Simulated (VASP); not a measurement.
## Results of a VASP single-point calculation on CdSe (strained zincblende)

POSCAR

```
Cd Se
 1.0000000000000000
    -0.0153389048000000    3.0677809641999998    3.0677809641999998
     3.0677809641999998   -0.0153389048000000    3.0677809641999998
     3.0524420594000001    3.0524420594000001    0.0000000000000000
 Cd  Se
   1   1
Cartesian
  0.0000000000000000  0.0000000000000000 -0.0065871135528138
  1.5262210296999998  1.5262210296999998  1.5404775956528138
```

| Item | Value |
| --- | --- |
| gap between bands v and c | 0.53 eV |
| least direct gap | 0.53 eV |

Band v is the last that the valence electrons fill when counted band by band, and c is the next. Levels in eV from the top of v:

| point | v−1 | v | c | c+1 |
| --- | --- | --- | --- | --- |
| Γ | -0.02 | 0.00 | 0.53 | 5.86 |
| X | -1.83 | -1.75 | 3.15 | 3.72 |
| K | -2.43 | -1.47 | 3.69 | 5.08 |
| L | -0.76 | -0.73 | 2.31 | 6.39 |
| W | -2.17 | -2.12 | 4.90 | 5.20 |

**Question.** Which of these levels of theory gave these results?
A. PBE0
B. LDA
C. PBE with spin–orbit coupling
D. PBE
E. HSE06
F. r²SCAN
G. PBEsol

**Answer.** D.

The INCAR was:

```
EDIFF = 1E-7
ISIF = 2
GGA = PE
LASPH = .TRUE.
NELM = 120
ENCUT = 520
NSW = 0
IBRION = -1
LCHARG = .FALSE.
LWAVE = .FALSE.
NBANDS = 16
SIGMA = 0.02
ISMEAR = -1
LREAL = .FALSE.
PREC = Accurate
```
